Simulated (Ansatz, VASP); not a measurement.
# Two plane-wave programs on SrO

```xyz
4
Lattice="3.5526 0.0000 0.0000 -1.7763 3.0767 0.0000 0.0000 0.0000 6.2440" Properties=species:S:1:pos:R:3 pbc="T T T"
Sr    0.0000    0.0000    0.0000
Sr    0.0000    0.0000    3.1220
O     0.0000    2.0511    1.5610
O     1.7763    1.0256    4.6830
```

Alike in both runs: task single point; functional PBE; k mesh 6 × 6 × 4; no spin polarisation.

|  | VASP | Ansatz |
| --- | --- | --- |
| version | VASP 6.6.1 | Ansatz 0.2.0 |
| potentials or method | VASP PAW PBE potentials, release 64 (Sr_sv, O) | plane waves, PAW |
| plane-wave cutoff (eV) | 520 | 420 |
| occupations | gaussian, width 0.01 eV | fixed |
| valence electrons in the cell | 32 | 32 |

Ansatz gave:

| Quantity | Value |
| --- | --- |
| gap on the k mesh at the Fermi level (eV) | 3.46 |
| pressure (GPa) | 2.7 |
| largest component of the traceless stress (GPa) | 0.21 |

What did VASP give for the same quantities?

gap on the k mesh at the Fermi level (eV): 3.42; pressure (GPa): 3.3; largest component of the traceless stress (GPa): 0.33.

A k mesh can miss the band edges. Expect the measured gap to be larger: semilocal functionals such as PBE lack the derivative discontinuity.
